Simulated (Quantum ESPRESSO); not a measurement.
# GaSb (F-43m) in Quantum ESPRESSO: further runs

Aim: see how the results for GaSb move with the level of theory and the settings. Levels: WC, PBEsol, vdW-DF-cx. Tasks: phonons.

Everything below comes from runs of Quantum ESPRESSO 7.5. Logs are shortened: lines on timing, memory, paths and dates and some standing lists are left out, and cuts for length are marked.

**The experiment to reproduce.**

A printed reference work, data compilation reports, for a bulk crystal of GaSb at 4.2 K: band gap 0.811 eV (direct).

The results are compared with them further down.

### Step 1. Starting point

Symmetry: F-43m, No. 216, cubic system. Conventional cell: a = 6.118 Å, b = 6.118 Å, c = 6.118 Å, α = 90.00°, β = 90.00°, γ = 90.00°. Sb (site symmetry -43m) has 4 Ga at 2.65 Å as nearest neighbours. Around Ga (site symmetry -43m) lie 4 Sb at 2.65 Å.

### Step 2. Phonons, WC

pw.in

```
&CONTROL
  calculation = 'scf'
  prefix = 'pwscf'
  outdir = './tmp'
  pseudo_dir = './pseudo'
  tprnfor = .true.
  tstress = .true.
  disk_io = 'low'
/
&SYSTEM
  ibrav = 0
  nat = 2
  ntyp = 2
  ecutwfc = 80
  nbnd = 21
  input_dft = 'wc'
  occupations = 'smearing'
  smearing = 'mv'
  degauss = 0.00999582
/
&ELECTRONS
  conv_thr = 4d-10
  electron_maxstep = 120
  mixing_beta = 0.5
/
ATOMIC_SPECIES
Sb   121.7600 Sb.upf
Ga    69.7230 Ga.upf
CELL_PARAMETERS angstrom
   0.0000000000    3.0590000000    3.0590000000
   3.0590000000    0.0000000000    3.0590000000
   3.0590000000    3.0590000000    0.0000000000
ATOMIC_POSITIONS crystal
Sb     0.7500000000    0.7500000000    0.7500000000
Ga     0.0000000000    0.0000000000    0.0000000000
K_POINTS automatic
8 8 8 0 0 0
```

relax.in

```
&CONTROL
  calculation = 'vc-relax'
  prefix = 'pwscf'
  outdir = './tmp'
  pseudo_dir = './pseudo'
  tprnfor = .true.
  tstress = .true.
  disk_io = 'low'
  nstep = 40
  forc_conv_thr = 0.0001
  etot_conv_thr = 1d-06
/
&SYSTEM
  ibrav = 0
  nat = 2
  ntyp = 2
  ecutwfc = 80
  nbnd = 21
  input_dft = 'wc'
  occupations = 'smearing'
  smearing = 'mv'
  degauss = 0.00999582
/
&ELECTRONS
  conv_thr = 4d-10
  electron_maxstep = 120
  mixing_beta = 0.5
/
&IONS
  ion_dynamics = 'bfgs'
/
&CELL
  cell_dynamics = 'bfgs'
  press = 0
  press_conv_thr = 0.2
/
ATOMIC_SPECIES
Sb   121.7600 Sb.upf
Ga    69.7230 Ga.upf
CELL_PARAMETERS angstrom
   0.0000000000    3.0590000000    3.0590000000
   3.0590000000    0.0000000000    3.0590000000
   3.0590000000    3.0590000000    0.0000000000
ATOMIC_POSITIONS crystal
Sb     0.7500000000    0.7500000000    0.7500000000
Ga     0.0000000000    0.0000000000    0.0000000000
K_POINTS automatic
8 8 8 0 0 0
```

scf2.in

```
&CONTROL
  calculation = 'scf'
  prefix = 'pwscf'
  outdir = './tmp'
  pseudo_dir = './pseudo'
  tprnfor = .true.
  tstress = .true.
  disk_io = 'low'
/
&SYSTEM
  ibrav = 0
  nat = 2
  ntyp = 2
  ecutwfc = 80
  nbnd = 21
  input_dft = 'wc'
  occupations = 'smearing'
  smearing = 'mv'
  degauss = 0.00999582
/
&ELECTRONS
  conv_thr = 1d-13
  electron_maxstep = 120
  mixing_beta = 0.5
  startingpot = 'file'
  startingwfc = 'file'
/
ATOMIC_SPECIES
Sb   121.7600 Sb.upf
Ga    69.7230 Ga.upf
CELL_PARAMETERS angstrom
   0.0000000000    3.0572358563    3.0572358563
   3.0572358563    0.0000000000    3.0572358563
   3.0572358563    3.0572358563    0.0000000000
ATOMIC_POSITIONS crystal
Sb     0.7500000000    0.7500000000    0.7500000000
Ga     0.0000000000    0.0000000000    0.0000000000
K_POINTS automatic
8 8 8 0 0 0
```

ph.in

```
phonons of GaSb
&INPUTPH
  prefix = 'pwscf'
  outdir = './tmp'
  tr2_ph = 1d-16
  fildyn = 'dyn'
  niter_ph = 60
  alpha_mix(1) = 0.4
/
0.0000000000 0.0000000000 0.0000000000
```

dynmat.in

```
&INPUT
  fildyn = 'dyn'
  asr = 'crystal'
  filout = 'dynmat.disp'
  fileig = 'dynmat.eig'
/
```

Potentials or basis: PseudoDojo 0.4.1 SR PBE standard.

Command:

```sh
$ OMP_NUM_THREADS=1 pw.x -in pw.in > pw.out
$ OMP_NUM_THREADS=1 pw.x -in relax.in > relax.out
$ OMP_NUM_THREADS=1 pw.x -in scf2.in > scf2.out
$ OMP_NUM_THREADS=1 ph.x -in ph.in > ph.out
$ OMP_NUM_THREADS=1 dynmat.x -in dynmat.in > dynmat.out
```

pw.out:

```text
This program is part of the open-source Quantum ESPRESSO suite
     for quantum simulation of materials; please cite
         "P. Giannozzi et al., J. Phys.:Condens. Matter 21 395502 (2009);
         "P. Giannozzi et al., J. Phys.:Condens. Matter 29 465901 (2017);
         "P. Giannozzi et al., J. Chem. Phys. 152 154105 (2020);
     in publications or presentations arising from this work. More details at

     IMPORTANT: XC functional enforced from input :
     Exchange-correlation= WC
                           (   1   4  11   4   0   0   0)
     Any further DFT definition will be discarded
     Please, verify this is what you really want

     Message from routine setup:
     using ibrav=0 with symmetry is DISCOURAGED, use correct ibrav instead

     G-vector sticks info
     --------------------
     sticks:   dense  smooth     PW     G-vecs:    dense   smooth      PW
     Sum        1483    1483    433                37461    37461    5817

     Using Slab Decomposition

     bravais-lattice index     =            0
     lattice parameter (alat)  =       8.1751  a.u.
     unit-cell volume          =     386.3359 (a.u.)^3
     number of atoms/cell      =            2
     number of atomic types    =            2
     number of electrons       =        28.00
     number of Kohn-Sham states=           21
     kinetic-energy cutoff     =      80.0000  Ry
     charge density cutoff     =     320.0000  Ry
     scf convergence threshold =      4.0E-10
     mixing beta               =       0.5000
     number of iterations used =            8  plain     mixing
     Exchange-correlation= WC
                           (   1   4  11   4   0   0   0)

     celldm(1)=   8.175105  celldm(2)=   0.000000  celldm(3)=   0.000000
     celldm(4)=   0.000000  celldm(5)=   0.000000  celldm(6)=   0.000000

     crystal axes: (cart. coord. in units of alat)
               a(1) = (   0.000000   0.707107   0.707107 )
               a(2) = (   0.707107   0.000000   0.707107 )
               a(3) = (   0.707107   0.707107   0.000000 )

     reciprocal axes: (cart. coord. in units 2 pi/alat)
               b(1) = ( -0.707107  0.707107  0.707107 )
               b(2) = (  0.707107 -0.707107  0.707107 )
               b(3) = (  0.707107  0.707107 -0.707107 )

     PseudoPot. # 1 for Sb read from file:
     Sb.upf
     Pseudo is Norm-conserving + core correction, Zval = 15.0
     Generated using ONCVPSP code by D. R. Hamann
     Using radial grid of 1434 points,  6 beta functions with:
                l(1) =   0
                l(2) =   0
                l(3) =   1
                l(4) =   1
                l(5) =   2
                l(6) =   2

     PseudoPot. # 2 for Ga read from file:
     Ga.upf
     Pseudo is Norm-conserving + core correction, Zval = 13.0
     Generated using ONCVPSP code by D. R. Hamann
     Using radial grid of 1902 points,  6 beta functions with:
                l(1) =   0
                l(2) =   0
                l(3) =   1
                l(4) =   1
                l(5) =   2
                l(6) =   2

     atomic species   valence    mass     pseudopotential
     Sb               15.00   121.76000     Sb( 1.00)
     Ga               13.00    69.72300     Ga( 1.00)

     24 Sym. Ops. (no inversion) found

   Cartesian axes

     site n.     atom                  positions (alat units)
         1        Sb     tau(   1) = (   1.0606602   1.0606602   1.0606602  )
         2        Ga     tau(   2) = (   0.0000000   0.0000000   0.0000000  )

     number of k points=    29  Marzari-Vanderbilt smearing, width (Ry)=  0.0100
                       cart. coord. in units 2pi/alat
        k(    1) = (   0.0000000   0.0000000   0.0000000), wk =   0.0039062
        k(    2) = (   0.0883883   0.0883883  -0.0883883), wk =   0.0312500
        k(    3) = (   0.1767767   0.1767767  -0.1767767), wk =   0.0312500
        k(    4) = (   0.2651650   0.2651650  -0.2651650), wk =   0.0312500
        k(    5) = (  -0.3535534  -0.3535534   0.3535534), wk =   0.0156250
        k(    6) = (   0.1767767   0.0000000   0.0000000), wk =   0.0234375
[... 21 lines left out ...]
        k(   28) = (  -0.7071068   0.1767767  -0.0000000), wk =   0.0468750
        k(   29) = (  -0.7071068   0.3535534   0.0000000), wk =   0.0234375

     Dense  grid:    37461 G-vectors     FFT dimensions: (  48,  48,  48)

     Initial potential from superposition of free atoms

     starting charge      27.9968, renormalised to      28.0000
     Starting wfcs are   18 randomized atomic wfcs +    3 random wfcs

     Self-consistent Calculation

     iteration #  1     ecut=    80.00 Ry     beta= 0.50
     Davidson diagonalization with overlap
     ethr =  1.00E-02,  avg # of iterations =  5.7

     Threshold (ethr) on eigenvalues was too large:
     Diagonalizing with lowered threshold

     Davidson diagonalization with overlap
     ethr =  1.06E-04,  avg # of iterations =  3.2

     total energy              =    -334.46673741 Ry
     estimated scf accuracy    <       0.03066140 Ry
[... 12 lines left out ...]
     total energy              =    -334.46788802 Ry
     estimated scf accuracy    <       0.00024735 Ry

     iteration #  4     ecut=    80.00 Ry     beta= 0.50
     Davidson diagonalization with overlap
     c_bands:  1 eigenvalues not converged
     ethr =  8.83E-07,  avg # of iterations =  6.8

     total energy              =    -334.46791907 Ry
     estimated scf accuracy    <       0.00002251 Ry

     iteration #  5     ecut=    80.00 Ry     beta= 0.50
     Davidson diagonalization with overlap
     ethr =  8.04E-08,  avg # of iterations =  2.7
[... 18 lines left out ...]
     iteration #  8     ecut=    80.00 Ry     beta= 0.50
     Davidson diagonalization with overlap
     ethr =  1.00E-11,  avg # of iterations =  2.0

     End of self-consistent calculation

          k = 0.0000 0.0000 0.0000 (  4645 PWs)   bands (ev):

   -20.5823 -20.5823 -20.5823 -20.5626 -20.5626  -6.7720  -6.7720  -6.7720
    -6.7211  -6.7211  -3.3474   8.1046   8.1714   8.1714   8.1714  10.9492
    10.9492  10.9492  13.7885  16.9522  16.9526
[... 111 lines left out ...]
   -20.5831 -20.5778 -20.5771 -20.5634 -20.5605  -6.8138  -6.7515  -6.7491
    -6.7288  -6.7204  -0.9657   1.5228   4.5334   5.9770   9.5006  11.9936
    14.7395  14.9984  15.6564  17.1062  19.6623

          k =-0.7071 0.0000 0.0000 (  4720 PWs)   bands (ev):

   -20.5853 -20.5763 -20.5763 -20.5644 -20.5595  -6.8196  -6.7454  -6.7454
    -6.7342  -6.7181  -0.9016   1.3426   5.5928   5.5928   9.0062   9.3239
    16.8677  16.8677  18.1319  18.9214  19.6621

          k = 0.3536 0.1768 0.0000 (  4687 PWs)   bands (ev):
[... 31 lines left out ...]
   -20.5814 -20.5799 -20.5773 -20.5628 -20.5611  -6.8097  -6.7551  -6.7514
    -6.7258  -6.7219  -1.2071   1.8311   4.5700   5.9251  10.7277  12.4823
    12.7554  14.4475  15.7432  16.9794  19.6599

          k =-0.7071 0.1768-0.0000 (  4668 PWs)   bands (ev):

   -20.5840 -20.5775 -20.5763 -20.5639 -20.5600  -6.8166  -6.7491  -6.7470
    -6.7310  -6.7195  -0.8796   1.4071   5.1524   5.2758  10.0394  10.2913
    15.1038  15.1646  18.0336  18.4053  19.5650

          k =-0.7071 0.3536 0.0000 (  4648 PWs)   bands (ev):

   -20.5816 -20.5800 -20.5763 -20.5631 -20.5607  -6.8132  -6.7531  -6.7482
    -6.7272  -6.7218  -0.8571   1.4778   4.7998   5.0197  11.8203  12.4121
    12.5512  12.8823  18.0733  18.3733  19.5987

     the Fermi energy is     8.1078 ev

!    total energy              =    -334.46792149 Ry
     estimated scf accuracy    <          9.7E-11 Ry
     smearing contrib. (-TS)   =       0.00015433 Ry
     internal energy E=F+TS    =    -334.46807583 Ry

     The total energy is F=E-TS. E is the sum of the following terms:
     one-electron contribution =    -165.01172826 Ry
     hartree contribution      =     100.73747357 Ry
     xc contribution           =     -86.89414537 Ry
     ewald contribution        =    -183.29967577 Ry

     convergence has been achieved in   8 iterations

     Forces acting on atoms (cartesian axes, Ry/au):

     atom    1 type  1   force =     0.00000000   -0.00000000    0.00000000
     atom    2 type  2   force =    -0.00000000    0.00000000   -0.00000000

     Total force =     0.000000     Total SCF correction =     0.000000

     Computing stress (Cartesian axis) and pressure

          total   stress  (Ry/bohr**3)                   (kbar)     P=       -0.97
  -0.00000656   0.00000000   0.00000000           -0.97        0.00        0.00
   0.00000000  -0.00000656   0.00000000            0.00       -0.97        0.00
   0.00000000   0.00000000  -0.00000656            0.00        0.00       -0.97

=------------------------------------------------------------------------------=
   JOB DONE.
=------------------------------------------------------------------------------=
```

relax.out:

```text
This program is part of the open-source Quantum ESPRESSO suite
     for quantum simulation of materials; please cite
         "P. Giannozzi et al., J. Phys.:Condens. Matter 21 395502 (2009);
         "P. Giannozzi et al., J. Phys.:Condens. Matter 29 465901 (2017);
         "P. Giannozzi et al., J. Chem. Phys. 152 154105 (2020);
[... 1615 lines left out ...]
  -0.00000000  -0.00000012  -0.00000000           -0.00       -0.02       -0.00
  -0.00000000  -0.00000000  -0.00000012           -0.00       -0.00       -0.02

=------------------------------------------------------------------------------=
   JOB DONE.
=------------------------------------------------------------------------------=
```

scf2.out:

```text
This program is part of the open-source Quantum ESPRESSO suite
     for quantum simulation of materials; please cite
         "P. Giannozzi et al., J. Phys.:Condens. Matter 21 395502 (2009);
         "P. Giannozzi et al., J. Phys.:Condens. Matter 29 465901 (2017);
         "P. Giannozzi et al., J. Chem. Phys. 152 154105 (2020);
[... 341 lines left out ...]
   0.00000000  -0.00000012   0.00000000            0.00       -0.02        0.00
  -0.00000000   0.00000000  -0.00000012           -0.00        0.00       -0.02

=------------------------------------------------------------------------------=
   JOB DONE.
=------------------------------------------------------------------------------=
```

Run time: 10 min. Hardware: 1 thread of Intel Xeon 6975P-C (Granite Rapids), shared host; peak memory 0.11 GiB.

What came out:

```yaml
Free_energy: -4550.6679 eV
Relaxed_volume: 28.58 Å³/atom
Relaxed_cell: a = 4.324 Å, b = 4.324 Å, c = 4.324 Å, α = 60.00°, β = 60.00°, γ = 60.00°
Space_group_after_relaxing_to_0.05_Å: F-43m (No. 216)
Pressure_after_relaxing: 0.0 GPa
Band_gap_on_the_k_mesh: none (metal or under the smearing width)
Highest_phonon_frequency_at_Γ: 220 cm⁻¹
```

Final structure:
```
Sb Ga
1.0
     0.00000    3.05724    3.05724
     3.05724    0.00000    3.05724
     3.05724    3.05724    0.00000
Sb Ga
1 1
Direct
  0.75000 0.75000 0.75000
  0.00000 0.00000 0.00000
```

Levels at points of the mesh, in eV from the Fermi level:
| k point | band 10 | band 11 | band 12 | band 13 | band 14 | band 15 | band 16 | band 17 | band 18 | band 19 |
| --- | --- | --- | --- | --- | --- | --- | --- | --- | --- | --- |
| (0.00, 0.00, 0.00) | -14.85 | -11.48 | -0.01 | 0.05 | 0.05 | 0.05 | 2.82 | 2.82 | 2.82 | 5.67 |
| (0.00, 0.00, -0.50) | -14.85 | -9.85 | -6.36 | -1.11 | -1.11 | 0.37 | 3.78 | 3.78 | 6.38 | 9.29 |
| (0.00, -0.50, -0.50) | -14.85 | -9.03 | -6.79 | -2.54 | -2.54 | 0.88 | 1.20 | 8.75 | 8.75 | 10.02 |

Phonon frequencies in cm⁻¹ (negative: imaginary):
```tsv
q point	frequencies
(0.000, 0.000, 0.000)	-6 -6 -6 220 220 220
```

Optical modes at Γ, degenerate ones joined:
| cm⁻¹ | components | symmetry | active in |
| --- | --- | --- | --- |
| 220 | 3 | T2 | IR and Raman |

Caveat: the potentials were made for another functional, which shifts forces and pressure; this crystal is a semiconductor, whose small gap the functional closes, so the metal is an error of the method.

(Part 1 of 2 ends here.)
